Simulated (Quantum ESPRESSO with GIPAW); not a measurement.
# SiO2: relaxing the structure ahead of an NMR calculation

Shieldings are sensitive to bond lengths. How much do they change when the atoms of SiO2 are relaxed?

The geometry is computed with Quantum ESPRESSO with GIPAW 8.0dev (patched build); DFT, PBEsol, plane-wave PAW (pslibrary 1.0.0 recipes), relaxation.

## 1. The structure

Symmetry: I4_122, No. 98, tetragonal system. The conventional cell has a = 5.676 Å, b = 5.676 Å, c = 11.320 Å, α = 90.00°, β = 90.00°, γ = 90.00°. Nearest to Si lie 4 O at 1.63 to 1.64 Å. O has 2 Si at 1.63 Å nearest. Nearest to O lie 2 Si at 1.64 Å. Farther neighbours and most contacts between anions are not listed.

Structure file:

```cif
data_structure
_symmetry_space_group_name_H-M 'I4_122'
_symmetry_Int_Tables_number 98
_cell_length_a 5.6758
_cell_length_b 5.6758
_cell_length_c 11.3204
_cell_angle_alpha 90.000
_cell_angle_beta 90.000
_cell_angle_gamma 90.000
_cell_volume 364.68
loop_
_atom_site_label
_atom_site_type_symbol
_atom_site_symmetry_multiplicity
_atom_site_Wyckoff_symbol
_atom_site_fract_x
_atom_site_fract_y
_atom_site_fract_z
_atom_site_occupancy
Si1 Si 8 f 0.13862 0.75000 0.12500 1
O1 O 8 c 0.00000 0.50000 0.13373 1
O2 O 8 e 0.71788 0.21788 0.25000 1
```

## 2. Relaxation

The free atoms are relaxed at fixed cell.

File relax.in:

```
&control
  calculation = 'relax'
  prefix = 'x'
  outdir = './tmp/'
  pseudo_dir = './'
  nstep = 50
  forc_conv_thr = 6.0d-04
  etot_conv_thr = 1.0d-05
/
&system
  ibrav = 0
  nat = 12
  ntyp = 2
  ecutwfc = 50
  ecutrho = 330
  nbnd = 32
/
&electrons
  conv_thr = 1.0d-08
  mixing_beta = 0.7
  electron_maxstep = 100
/
&ions
/
ATOMIC_SPECIES
  Si 28.085 Si.pbesol-n-kjpaw_psl.1.0.0-gipaw.UPF
  O 15.999 O.pbesol-n-kjpaw_psl.1.0.0-gipaw.UPF
CELL_PARAMETERS angstrom
  -2.83789800 2.83789800 5.66021000
  2.83789800 -2.83789800 5.66021000
  2.83789800 2.83789800 -5.66021000
ATOMIC_POSITIONS crystal
  Si 0.87500000 0.26361800 0.88861800
  Si 0.01361800 0.62500000 0.88861800
  Si 0.73638200 0.12500000 0.11138200
  Si 0.37500000 0.98638200 0.11138200
  O 0.63372700 0.13372700 0.50000000
  O 0.46787700 0.96787700 0.93575400
  O 0.03212300 0.53212300 0.06424600
  O 0.11627300 0.11627300 0.00000000
  O 0.88372700 0.88372700 0.00000000
  O 0.86627300 0.36627300 0.50000000
  O 0.28212300 0.71787700 0.00000000
  O 0.71787700 0.28212300 0.00000000
K_POINTS automatic
  4 4 4 0 0 0
```

On the command line:

```bash
$ mpirun -np 4 pw.x -nk 4 -in relax.in > relax.out
```

What it wrote:

```text
using ibrav=0 with symmetry is DISCOURAGED, use correct ibrav instead

     bravais-lattice index     =            0
     lattice parameter (alat)  =      13.1122  a.u.
     unit-cell volume          =    1230.5031 (a.u.)^3
     number of atoms/cell      =           12
     number of atomic types    =            2
     number of electrons       =        64.00
     number of Kohn-Sham states=           32
     kinetic-energy cutoff     =      50.0000  Ry
     charge density cutoff     =     330.0000  Ry
     scf convergence threshold =      1.0E-08
     mixing beta               =       0.7000
     number of iterations used =            8  plain     mixing
     energy convergence thresh.=      1.0E-05
     force convergence thresh. =      6.0E-04
     Exchange-correlation= SLA-PW-PSX-PSC
                           (   1   4  10   8   0   0   0)
     nstep                     =           50

     celldm(1)=  13.112209  celldm(2)=   0.000000  celldm(3)=   0.000000
     celldm(4)=   0.000000  celldm(5)=   0.000000  celldm(6)=   0.000000

     crystal axes: (cart. coord. in units of alat)
               a(1) = (  -0.408997   0.408997   0.815747 )
               a(2) = (   0.408997  -0.408997   0.815747 )
               a(3) = (   0.408997   0.408997  -0.815747 )

     reciprocal axes: (cart. coord. in units 2 pi/alat)
               b(1) = ( -0.000000  1.222504  0.612935 )
               b(2) = (  1.222504 -0.000000  0.612935 )
               b(3) = (  1.222504  1.222504  0.000000 )

     PseudoPot. # 1 for Si read from file:
     ./Si.pbesol-n-kjpaw_psl.1.0.0-gipaw.UPF

     PseudoPot. # 2 for O  read from file:
     ./O.pbesol-n-kjpaw_psl.1.0.0-gipaw.UPF

     atomic species   valence    mass     pseudopotential
     Si                4.00    28.08500     Si( 1.00)
     O                 6.00    15.99900     O ( 1.00)

      8 Sym. Ops. (no inversion) found ( 4 have fractional translation)

   Cartesian axes

     site n.     atom                  positions (alat units)
         1        Si     tau(   1) = (   0.1133886   0.6134950   0.2039368  )
         2        Si     tau(   2) = (   0.6134950   0.1133886  -0.2039368  )
         3        Si     tau(   3) = (  -0.2044983   0.2956081   0.6118104  )
         4        Si     tau(   4) = (   0.2956081  -0.2044983   1.0196839  )
         5        O      tau(   5) = (   0.0000000   0.4089967   0.2181748  )
         6        O      tau(   6) = (   0.5872186   0.1782219   0.4078736  )
         7        O      tau(   7) = (   0.2307747  -0.1782219   0.4078736  )
         8        O      tau(   8) = (  -0.0000000   0.0000000   0.1896987  )
         9        O      tau(   9) = (  -0.0000000   0.0000000   1.4417956  )
        10        O      tau(  10) = (   0.0000000   0.4089967   0.5975723  )
        11        O      tau(  11) = (   0.1782219  -0.1782219   0.8157471  )
        12        O      tau(  12) = (  -0.1782219   0.1782219   0.8157471  )

     number of k points=    13
                       cart. coord. in units 2pi/alat
        k(    1) = (   0.0000000   0.0000000   0.0000000), wk =   0.0312500
        k(    2) = (   0.3056259   0.3056259   0.0000000), wk =   0.1250000
        k(    3) = (  -0.6112519  -0.6112519  -0.0000000), wk =   0.0625000
        k(    4) = (   0.3056259  -0.0000000   0.1532338), wk =   0.2500000
        k(    5) = (   0.6112519   0.3056259   0.1532338), wk =   0.5000000
        k(    6) = (  -0.6112519   0.0000000  -0.3064675), wk =   0.1250000
        k(    7) = (  -0.3056259   0.3056259  -0.3064675), wk =   0.2500000
        k(    8) = (   0.6112519   0.6112519   0.3064675), wk =   0.0625000
        k(    9) = (   0.0000000   0.0000000   0.3064675), wk =   0.0625000
        k(   10) = (  -1.2225038  -0.3056259  -0.1532338), wk =   0.2500000
        k(   11) = (   0.0000000   0.6112519   0.0000000), wk =   0.1250000
        k(   12) = (  -0.9168778  -0.3056259   0.0000000), wk =   0.1250000
        k(   13) = (  -1.2225038  -1.2225038  -0.6129350), wk =   0.0312500

     Dense  grid:   124333 G-vectors     FFT dimensions: (  80,  80,  80)

     Smooth grid:    58789 G-vectors     FFT dimensions: (  60,  60,  60)

     Check: negative core charge=   -0.000003

     Initial potential from superposition of free atoms

     starting charge      63.9978, renormalised to      64.0000
     Starting wfcs are   48 randomized atomic wfcs

     Self-consistent Calculation

     iteration #  1     ecut=    50.00 Ry     beta= 0.70
     Davidson diagonalization with overlap
     ethr =  1.00E-02,  avg # of iterations =  2.0

     total energy              =    -510.35797022 Ry
     estimated scf accuracy    <       3.82250307 Ry

     iteration #  2     ecut=    50.00 Ry     beta= 0.70
     Davidson diagonalization with overlap
     ethr =  5.97E-03,  avg # of iterations =  6.5

     total energy              =    -512.75470622 Ry
     estimated scf accuracy    <       1.62740991 Ry

     iteration #  3     ecut=    50.00 Ry     beta= 0.70
     Davidson diagonalization with overlap
     ethr =  2.54E-03,  avg # of iterations =  2.0

     total energy              =    -512.65405574 Ry
     estimated scf accuracy    <       0.45797791 Ry

     iteration #  4     ecut=    50.00 Ry     beta= 0.70
     Davidson diagonalization with overlap
[...]
End of self-consistent calculation
     [one-electron energies left out]

!    total energy              =    -513.06577476 Ry
     total all-electron energy =     -3517.492751 Ry
[...]
The total energy is the sum of the following terms:
     one-electron contribution =    -202.41261074 Ry
     hartree contribution      =     133.55867161 Ry
     xc contribution           =     -84.67716703 Ry
     ewald contribution        =    -147.97622804 Ry
     one-center paw contrib.   =    -211.55844057 Ry

     convergence has been achieved in   8 iterations

     Forces acting on atoms (cartesian axes, Ry/au):

[...]
Total force =     0.001658     Total SCF correction =     0.000014
     Energy error            =      1.8E-05 Ry
     Gradient error          =      7.8E-04 Ry/Bohr

     number of scf cycles    =   5
     number of bfgs steps    =   4

     energy             old  =    -513.0657566080 Ry
     energy             new  =    -513.0657747648 Ry

     CASE: energy            _new < energy            _old

     new trust radius        =       0.0009501236 bohr
     new conv_thr            =       0.0000000001 Ry

ATOMIC_POSITIONS (crystal)
[...]
XML data file
     NEW-OLD atomic charge density approx. for the potential

     Check: negative core charge=   -0.000003

     Self-consistent Calculation

[...]
Threshold (ethr) on eigenvalues was too large:
     Diagonalizing with lowered threshold

[...]
End of self-consistent calculation
     [one-electron energies left out]

!    total energy              =    -513.06577738 Ry
     total all-electron energy =     -3517.492753 Ry
[...]
The total energy is the sum of the following terms:
     one-electron contribution =    -202.44301025 Ry
     hartree contribution      =     133.57333753 Ry
     xc contribution           =     -84.67842494 Ry
     ewald contribution        =    -147.95914557 Ry
     one-center paw contrib.   =    -211.55853414 Ry

     convergence has been achieved in   9 iterations

     Forces acting on atoms (cartesian axes, Ry/au):

[...]
Total force =     0.001257     Total SCF correction =     0.000006
     Energy error            =      2.6E-06 Ry
     Gradient error          =      6.2E-04 Ry/Bohr

     number of scf cycles    =   6
     number of bfgs steps    =   5

     energy             old  =    -513.0657747648 Ry
     energy             new  =    -513.0657773801 Ry

     CASE: energy            _new < energy            _old

     new trust radius        =       0.0010451359 bohr
     new conv_thr            =            1.0E-10 Ry

ATOMIC_POSITIONS (crystal)
[...]
XML data file
     NEW-OLD atomic charge density approx. for the potential

     Check: negative core charge=   -0.000003

     Self-consistent Calculation

[...]
Threshold (ethr) on eigenvalues was too large:
     Diagonalizing with lowered threshold

[...]
total energy              =    -513.06577943 Ry
[...]
iteration #  5     ecut=    50.00 Ry     beta= 0.70
     Davidson diagonalization with overlap
     ethr =  8.89E-12,  avg # of iterations =  5.9

     total energy              =    -513.06577943 Ry
     estimated scf accuracy    <          6.8E-09 Ry

     iteration #  6     ecut=    50.00 Ry     beta= 0.70
     Davidson diagonalization with overlap
     ethr =  8.89E-12,  avg # of iterations =  2.0

     total energy              =    -513.06577943 Ry
     estimated scf accuracy    <          2.0E-09 Ry

     iteration #  7     ecut=    50.00 Ry     beta= 0.70
     Davidson diagonalization with overlap
     ethr =  3.18E-12,  avg # of iterations =  7.2

     total energy              =    -513.06577943 Ry
     estimated scf accuracy    <          4.9E-09 Ry

     iteration #  8     ecut=    50.00 Ry     beta= 0.70
     Davidson diagonalization with overlap
     ethr =  3.18E-12,  avg # of iterations =  4.1

     total energy              =    -513.06577943 Ry
     estimated scf accuracy    <          3.3E-10 Ry

     iteration #  9     ecut=    50.00 Ry     beta= 0.70
     Davidson diagonalization with overlap
     ethr =  5.16E-13,  avg # of iterations =  5.8

     End of self-consistent calculation
     [one-electron energies left out]

!    total energy              =    -513.06577943 Ry
     total all-electron energy =     -3517.492755 Ry
     estimated scf accuracy    <          5.2E-12 Ry

     The total energy is the sum of the following terms:
     one-electron contribution =    -202.44054771 Ry
     hartree contribution      =     133.57179702 Ry
     xc contribution           =     -84.67882778 Ry
     ewald contribution        =    -147.95963134 Ry
     one-center paw contrib.   =    -211.55856962 Ry

     convergence has been achieved in   9 iterations

     Forces acting on atoms (cartesian axes, Ry/au):

[...]
atom    8 type  2   force =     0.00000000    0.00000000    0.00042058
     atom    9 type  2   force =    -0.00000000   -0.00000000   -0.00042058
     atom   10 type  2   force =     0.00000000    0.00000000    0.00042058
     atom   11 type  2   force =    -0.00002404    0.00002404    0.00000000
     atom   12 type  2   force =     0.00002404   -0.00002404    0.00000000

     Total force =     0.000929     Total SCF correction =     0.000003
     Energy error            =      2.1E-06 Ry
     Gradient error          =      4.2E-04 Ry/Bohr

     bfgs converged in   7 scf cycles and   6 bfgs steps
     (criteria: energy <  1.0E-05 Ry, force <  6.0E-04 Ry/Bohr)

     End of BFGS Geometry Optimization

     Final energy             =    -513.0657794316 Ry

     File ./tmp/x.bfgs deleted, as requested
Begin final coordinates

ATOMIC_POSITIONS (crystal)
[...]
O                0.1163471190        0.1163471190       -0.0000000000
O                0.8836528810        0.8836528810        0.0000000000
O                0.8663471190        0.3663471190        0.5000000000
O                0.2799703618        0.7200296382       -0.0000000000
O                0.7200296382        0.2799703618        0.0000000000
End final coordinates

     XML data file, charge density, pseudopotentials, collected wavefunctions

   JOB DONE.
```

Wall time 8 min (4 MPI ranks of Arm Neoverse V1, shared host); peak memory 1 GiB.

Relaxation path:

```
step  energy less that of the first step (eV)  largest force (eV/Å)
   1                                   0.0000                0.1827
   2                                  -0.0023                0.1200
   3                                  -0.0042                0.0724
   4                                  -0.0058                0.0363
   5                                  -0.0061                0.0200
   6                                  -0.0061                0.0159
   7                                  -0.0061                0.0108
```

The atoms that moved most (Å):

```
atom      dx      dy     dz  length
 O11   0.012  -0.012  0.000   0.017
  O6   0.012   0.012  0.000   0.017
 O12  -0.012   0.012  0.000   0.017
  O7  -0.012  -0.012  0.000   0.017
 Si1  -0.006   0.000  0.000   0.006
 Si4   0.006   0.000  0.000   0.006
 Si2   0.000  -0.006  0.000   0.006
 Si3   0.000   0.006  0.000   0.006
```

The relaxed structure:

```xyz
12
Lattice="-2.8379 2.8379 5.6602 2.8379 -2.8379 5.6602 2.8379 2.8379 -5.6602" Properties=species:S:1:pos:R:3 pbc="T T T"
Si    0.7808    4.2568    1.4151
Si    4.2568    0.7808   -1.4151
Si   -1.4189    2.0571    4.2452
Si    2.0571   -1.4189    7.0753
O     0.0000    2.8379    1.5130
O     4.0867    1.2488    2.8301
O     1.5891   -1.2488    2.8301
O     0.0000    0.0000    1.3171
O     0.0000    0.0000   10.0033
O     0.0000    2.8379    4.1472
O     1.2488   -1.2488    5.6602
O    -1.2488    1.2488    5.6602
```

The relaxation ends 0.5 meV an atom lower, with a largest force of 0.011 eV/Å.

## 3. Shieldings on the relaxed structure

The current that a uniform magnetic field induces gives the shielding at each nucleus.

pw.x and gipaw.x (a patched development version of Quantum ESPRESSO), PBEsol, 55 Ry, mesh 5×5×5.

File nmr.in:

```
&inputgipaw
  job = 'nmr'
  prefix = 'x'
  tmp_dir = './tmp/'
  restart_mode = 'from_scratch'
  verbosity = 'low'
  q_gipaw = 0.01
  spline_ps = .true.
  conv_threshold = 1.0d-11
  use_nmr_macroscopic_shape = .false.
  pawproj(1) = .true.
  pawproj(2) = .true.
/
```

On the command line:

```bash
$ mpirun -np 4 gipaw.x -in nmr.in > nmr.out
```

What it wrote:

```text
[banner, memory and clock lines left out]
[a note of our patched build left out]

     Parallelizing q-star over 1 images

     IMPORTANT: XC functional enforced from input :
     Exchange-correlation= PBESOL
                           (   1   4  10   8   0   0   0)
     Any further DFT definition will be discarded
     Please, verify this is what you really want

     Check: negative core charge=   -0.000003
[...]
alpha_pv=     39.2308 eV

     spline_ps is .false., expect some extrapolation errors

     q-space interpolation up to    66.00 Rydberg

     GIPAW job: nmr
     NMR macroscopic correction: no
[...]
Computing the magnetic susceptibility     isolve=0    ethr=  0.1000E-10
     Starting from scratch
     k-point #    1 of    18      pool #  1    cpu time:       1.3
[...]
End of magnetic susceptibility calculation

     f-sum rule (1st term):
           -60.2859         -0.0000          0.0000
             0.0000        -60.2859          0.0000
            -0.0000          0.0000        -60.3026

[...]
Atom  3  Si  pos: ( -0.204498  0.296468  0.611810)  Total sigma:         432.94
[...]
Atom  4  Si  pos: (  0.296468 -0.204498  1.019684)  Total sigma:         432.94
[...]
Atom  5  O   pos: (  0.000000  0.408997  0.218054)  Total sigma:         193.08
[...]
O       5    anisotropy:     75.31    eta:    0.2150
[...]
Atom  6  O   pos: (  0.588979  0.179983  0.407874)  Total sigma:         193.00
[...]
O       6    anisotropy:     72.74    eta:    0.0530
[...]
Atom  7  O   pos: (  0.229014 -0.179983  0.407874)  Total sigma:         193.00
[...]
Atom  8  O   pos: (  0.000000 -0.000000  0.189820)  Total sigma:         193.08
[...]
Atom  9  O   pos: ( -0.000000  0.000000  1.441675)  Total sigma:         193.08
[...]
Atom 10  O   pos: (  0.000000  0.408997  0.597693)  Total sigma:         193.08
[...]
Atom 11  O   pos: (  0.179983 -0.179983  0.815747)  Total sigma:         193.00
[...]
Atom 12  O   pos: ( -0.179983  0.179983  0.815747)  Total sigma:         193.00
[...]
```

Run time: 18 min. Hardware: 4 MPI ranks; peak memory 0.66 GiB.

Before and after:

```
site  atom no.  mean bond before (Å)  after (Å)  σ_iso before (ppm)  after (ppm)
  Si         1                 1.634      1.631               432.4        432.9
O(1)         5                 1.625      1.623               192.0        193.1
O(2)         6                 1.643      1.638               191.7        193.0
```

## 4. Summary of results

```
σ_iso of Si   : 432.9 ppm
σ_iso of O(1) : 193.1 ppm
σ_iso of O(2) : 193.0 ppm
```

**Reading.** The largest change of shielding is +1.3 ppm, on O(2). The largest move of an atom is 0.017 Å in the cell's frame. This build of gipaw.x prints that it is not audited and that its numbers are no references by themselves. The session's other runs are not shown; 0 of its 9 runs failed.

[Banner, clock, file and message-heading lines were taken out of the pw.x and gipaw.x logs.]

[Logs are printed without paths, hosts, clocks, repeated set-up lines and the standing remarks that a program may print on its own settings, such as how far it seeks lower states.]

[Hosts, paths, dates, database ids (printed as entryN), source tags and the programs' standing remarks are cut or masked in the printed files.]
